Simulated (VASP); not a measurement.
# HfC (Fm-3m) in VASP: further runs, part 2 of 2

VASP 6.6.1.

## Step 4: Relaxation of cell and atoms, RPBE

Contents of INCAR:

```
SYSTEM = HfC
PREC = Accurate
ENCUT = 600
EDIFF = 1E-7
ISMEAR = 0
SIGMA = 0.1
LREAL = .False.
LASPH = .True.
NELM = 60
ALGO = Normal
ISIF = 3
LWAVE = .False.
LCHARG = .False.
GGA = RP
IBRION = 2
NSW = 90
EDIFFG = -0.005
```

Contents of KPOINTS:

```
Automatic mesh
0
Gamma
  16 16 16
  0 0 0
```

Contents of POSCAR:

```
HfC
1.0
    0.0000000000      2.3171388400      2.3171388400
    2.3171388400      0.0000000000      2.3171388400
    2.3171388400      2.3171388400      0.0000000000
Hf C
1 1
Direct
    0.0000000000      0.0000000000      0.0000000000
    0.5000000000      0.5000000000      0.5000000000
```

Potentials or basis: VASP PAW PBE potentials, release 64 (Hf_pv, C).

Run with:

```bash
$ cat potpaw_PBE.64/Hf_pv/POTCAR potpaw_PBE.64/C/POTCAR > POTCAR
$ mpirun -np 1 vasp_std > vasp.out
```

OUTCAR:

```text
SYSTEM = HfC
   PREC = Accurate
   ENCUT = 600
   EDIFF = 1E-7
   ISMEAR = 0
   LREAL = .False.
   LASPH = .True.
   NELM = 60
   ISIF = 3
   GGA = RP
   IBRION = 2
   NSW = 90
   EDIFFG = -0.005

 ion  position               nearest neighbor table
   1  0.000  0.000  0.000-   2 2.32   2 2.32   2 2.32   2 2.32   2 2.32   2 2.32
   2  0.500  0.500  0.500-   1 2.32   1 2.32   1 2.32   1 2.32   1 2.32   1 2.32

  LATTYP: Found a face centered cubic cell.
 ALAT       =     4.6342776800

  Lattice vectors:

 A1 = (   0.0000000000,   2.3171388400,   2.3171388400)
 A2 = (   2.3171388400,   0.0000000000,   2.3171388400)
 A3 = (   2.3171388400,   2.3171388400,   0.0000000000)

Analysis of symmetry for initial positions (statically):
=====================================================================
 Subroutine PRICEL returns:
 Original cell was already a primitive cell.

 Routine SETGRP: Setting up the symmetry group for a
 face centered cubic supercell.

 Subroutine GETGRP returns: Found 48 space group operations
 (whereof 48 operations were pure point group operations)
 out of a pool of 48 trial point group operations.

The static configuration has the point symmetry O_h .

Analysis of symmetry for dynamics (positions and initial velocities):
=====================================================================
 Subroutine PRICEL returns:
 Original cell was already a primitive cell.
[... 232 lines left out ...]

 Free energy of the ion-electron system (eV)
  ---------------------------------------------------
  ext. energy  EPLUGINS =         0.00000000
  ---------------------------------------------------
  free energy    TOTEN  =       -20.13787146 eV

  energy without entropy =      -20.13583873  energy(sigma->0) =      -20.13685509

 E-fermi :   5.9327     XC(G=0): -12.1470

 val. band max:        5.9000166882   @ k =   0.4375   0.3750   0.0000
 cond. band min:       5.9333049233   @ k =   0.5000   0.4375   0.0000
 fundamental gap:      0.0332882351
 Fermi energy:         5.9327027037

 k-point     1 :       0.0000    0.0000    0.0000
  band No.  band energies     occupation
      1     -23.7356      2.00000
      2     -23.7356      2.00000
      3     -23.7356      2.00000
      4      -6.3314      2.00000
      5       6.9394      0.00000
      6       6.9394      0.00000
      7       6.9394      0.00000
      8       7.3672      0.00000
      9       7.3672      0.00000
     10       7.3672      0.00000
     11       9.3070      0.00000
[... 309 lines left out ...]
 k-point    24 :      -0.0625    0.0625    0.0000
  band No.  band energies     occupation
      1     -23.7968      2.00000
      2     -23.7525      2.00000
      3     -23.7375      2.00000
      4      -6.0798      2.00000
      5       5.5681      2.00000
      6       5.8746      1.58845
      7       6.0005      0.33749
      8       7.5256      0.00000
      9       8.1524      0.00000
     10       8.1648      0.00000
     11       9.8798      0.00000

 [... further k-points ...]

------------------------ aborting loop because EDIFF is reached ----------------------------------------

  FORCE on cell =-STRESS in cart. coord.  units (eV):
  Direction    XX          YY          ZZ          XY          YZ          ZX
  --------------------------------------------------------------------------------------
  -------------------------------------------------------------------------------------
  Total       -0.0087287     -0.0087287     -0.0087287      0.0000000      0.0000000      0.0000000
  in kB       -0.5482110     -0.5482110     -0.5482110      0.0000000      0.0000000      0.0000000
  external PRESSURE =      -0.5482110 kB  Pullay stress =       0.0000000 kB
[... 17 lines left out ...]
  FREE ENERGIE OF THE ION-ELECTRON SYSTEM (eV)
  ---------------------------------------------------
  free  energy   TOTEN  =       -20.1378714564 eV

  energy  without entropy=      -20.1358387309  energy(sigma->0) =      -20.13685509

 reached required accuracy - stopping structural energy minimisation
```

OSZICAR:

```text
N       E                     dE             d eps       ncg     rms          rms(c)
DAV:   1     0.288571006449E+02    0.28857E+02   -0.84416E+03  3190   0.136E+03
DAV:   2    -0.213052711158E+02   -0.50162E+02   -0.47482E+02  4197   0.232E+02
DAV:   3    -0.232047943889E+02   -0.18995E+01   -0.18840E+01  4114   0.341E+01
[... 32 lines left out ...]
DAV:   5    -0.201379087893E+02    0.13876E-03   -0.32790E-04  3851   0.162E-01    0.198E-01
DAV:   6    -0.201378721304E+02    0.36659E-04   -0.96575E-05  3697   0.598E-02    0.594E-02
DAV:   7    -0.201378742134E+02   -0.20830E-05   -0.26944E-06  3740   0.155E-02    0.653E-02
DAV:   8    -0.201378705001E+02    0.37133E-05   -0.21301E-05  3552   0.292E-02    0.276E-02
DAV:   9    -0.201378715448E+02   -0.10447E-05   -0.34912E-06  3806   0.142E-02    0.726E-03
DAV:  10    -0.201378714564E+02    0.88429E-07   -0.54029E-08  1700   0.236E-03
   3 F= -.20137871E+02 E0= -.20136855E+02  d E =-.112617E-01
```

CONTCAR:

```text
HfC
   1.00000000000000
    -0.0000000000000000    2.3364772581924713    2.3364772581924713
     2.3364772581924713   -0.0000000000000000    2.3364772581924713
     2.3364772581924713    2.3364772581924713    0.0000000000000000
  Hf              C
     1     1
Direct
     0.0000000000000000    0.0000000000000000    0.0000000000000000
     0.5000000000000000    0.5000000000000000    0.5000000000000000

  0.00000000E+00  0.00000000E+00  0.00000000E+00
  0.00000000E+00  0.00000000E+00  0.00000000E+00
```

Run time: 85 s. Hardware: 1 thread of AMD EPYC 9R14 (Zen 4), shared host; peak memory 0.18 GiB.

What came out:

```
Free energy                            : -20.1379 eV
Relaxed volume                         : 12.76 Å³/atom
Relaxed cell                           : a = 3.304 Å, b = 3.304 Å, c = 3.304 Å, α = 60.00°, β = 60.00°, γ = 60.00°
Space group after relaxing (to 0.05 Å) : Fm-3m (No. 225)
Energy gained by relaxing              : 5.6 meV/atom
Ionic steps                            : 3
Pressure after relaxing                : -0.1 GPa
Band gap on the k mesh                 : none (metal or under the smearing width)
```

Step by step:
```
step  energy change (eV)  largest force (eV/Å)  pressure (GPa)  volume (Å³)
   1              0.0000                0.0000            5.94        24.88
   2              0.0191                0.0000           -8.71        26.58
   3             -0.0113                0.0000           -0.05        25.51
```

Final structure:
```
Hf C
1.0
     0.00000    2.33648    2.33648
     2.33648    0.00000    2.33648
     2.33648    2.33648    0.00000
Hf C
1 1
Direct
  0.00000 0.00000 0.00000
  0.50000 0.50000 0.50000
```

Caveat: the PAW data sets were made with another functional, which shifts forces and pressure a little.

## Step 5: Summary

```csv
level,potentials or basis,cutoff (eV),gap on the mesh (eV),pressure (GPa),relaxed volume (Å³/atom)
PBEsol,"VASP PAW PBE potentials, release 64 (Hf, C)",580,none,0.0,12.24
PBEsol,"VASP PAW PBE potentials, release 64 (Hf_pv, C_s)",480,none,-0.1,12.21
RPBE,"VASP PAW PBE potentials, release 64 (Hf_pv, C)",600,none,-0.1,12.76
```

Alike in all rows: task relaxation of cell and atoms; no spin polarisation; cell relaxed; k mesh 16 × 16 × 16; smearing gaussian 0.1 eV.

Caveats: the PAW data sets were made with another functional, which shifts forces and pressure a little.

Total energies depend on the potentials used, so only differences within one code and one set of settings carry meaning.
